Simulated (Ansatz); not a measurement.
**InSb: energy and pressure over a range of volumes**

An exercise on one series of results from a longer session: the logs are not shown, and one member is left open.

Method: DFT PBE, scalar-relativistic, in Ansatz 0.2.0.

## The starting structure

It takes space group F-43m (No. 216, cubic). Conventional cell: a = 6.478 Å, b = 6.478 Å, c = 6.478 Å, α = 90.00°, β = 90.00°, γ = 90.00°. In (site symmetry -43m) has 4 Sb at 2.81 Å as nearest neighbours. Sb (site symmetry -43m) is surrounded by 4 In at 2.81 Å.

Coordinates:

```
CELL_PARAMETERS angstrom
0.00000 3.23910 3.23910
3.23910 0.00000 3.23910
3.23910 3.23910 0.00000
ATOMIC_POSITIONS crystal
In 0.00000 0.00000 0.00000
Sb 0.75000 0.75000 0.75000
```

Atoms are numbered in the order of the input: In1, Sb2.

The first run:

Input file input.yaml:

```yaml
crystal:
  lattice:
    - [0.0, 3.195323012, 3.195323012]
    - [3.195323012, 0.0, 3.195323012]
    - [3.195323012, 3.195323012, 0.0]
  atoms:
    - { symbol: In, position: [0.0, 0.0, 0.0] }
    - { symbol: Sb, position: [0.75, 0.75, 0.75] }
kpoints:
  mp_grid: { grid: [10, 10, 10] }
  band_path:
    path:
      - [0.0, 0.0, 0.0]
      - [-0.5, -0.5, 0.0]
      - [-0.375, -0.375, 0.25]
      - [-0.375, 0.0, 0.375]
      - [0.0, 0.0, 0.0]
      - [0.0, 0.0, 0.5]
      - [-0.5, -0.25, 0.25]
      - [-0.5, -0.5, 0.0]
    npoints: 5
scf:
  occupations: { method: fermi_dirac, width: 0.03 }
hamiltonian:
  xc: pbe
  pseudopotentials: { kind: all_electron, lapw: { basis_error: 0.00025 } }
output:
  forces: true
  stress: true
  eigenvalues: true
```

Launch:

```
$ ansatz run input.yaml --threads 1 --pin off --max-ram 3072MiB --backend cpu --events-out ev --progress --plain --runs-dir out
```

Among the steps run: Volume × 0.96, LAPW; Volume × 0.96, PAW; Volume × 0.96, crystal datasets; Volume × 0.99, LAPW; Volume × 0.99, PAW; Volume × 0.99, crystal datasets; Volume × 1.02, LAPW; Volume × 1.02, PAW; Volume × 1.02, crystal datasets; Volume × 1.06, LAPW; Volume × 1.06, PAW; Volume × 1.06, crystal datasets.

One table of the session follows, with a row left open; its other results are not shown here.

It belongs to the step «Fits». 

| method | volume (Å³/atom) | pressure (GPa) |
| --- | --- | --- |
| LAPW | 32.625 | 5.44 |
| LAPW | 33.644 | 3.68 |
| LAPW | 34.664 | 2.18 |
| LAPW | 36.023 | 0.52 |
| PAW | 32.625 | 5.43 |
| PAW | 33.644 | 3.67 |
| PAW | 34.664 | 2.17 |
| PAW | 36.023 | ? |
| crystal datasets | 32.625 | 5.44 |
| crystal datasets | 33.644 | 3.68 |
| crystal datasets | 34.664 | 2.18 |
| crystal datasets | 36.023 | 0.52 |

Estimate the missing values for PAW, 36.023.

As computed: pressure (GPa): 0.51. In the column «pressure (GPa)» it is the lowest.

To keep in mind: Warnings in the runs' records: gradients without spin orbit, crystal datasets made.
